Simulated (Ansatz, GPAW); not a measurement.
## Ge: programs and potentials compared

```
Ge
1.0
     1.39715   -2.60052    0.00000
     1.39715    2.60052    0.00000
     0.00000    0.00000    2.69823
Ge
1
Direct
  0.50000 0.50000 0.00000
```

This isn't the form of Ge at room conditions, which is diamond.

Alike in all runs: task single point; functional PBEsol; k mesh 11 × 11 × 10; occupations gaussian, width 0.02 eV; no spin polarisation; no spin-orbit coupling. Pressure is positive in compression and, in plane waves, holds the error of the finite cutoff, which Ansatz's Pulay term estimates and takes out.

| program and potentials | plane-wave cutoff (eV) | notes | pressure (GPa) |
| --- | --- | --- | --- |
| Ansatz, Ansatz PAW | 420 | potentials made for PBE, which Ansatz adapts in part; 14 valence electrons an atom on average; Pulay term of +0.03 GPa included | -4.14 |
| Ansatz, all-electron LAPW, scalar-relativistic | - | - | -4.11 |
| GPAW, PAW data sets generated for this functional | 600 | 4 valence electrons an atom on average | -4.33 |

The pressure spans -4.33 (GPAW, PAW data sets generated for this functional) to -4.11 GPa (Ansatz, all-electron LAPW, scalar-relativistic), with all-electron results at -4.11.

Differences between rows come from potentials, basis sets and numerical settings, since the functional is the same but for its coding. Runs on potential files found faulty are left out.
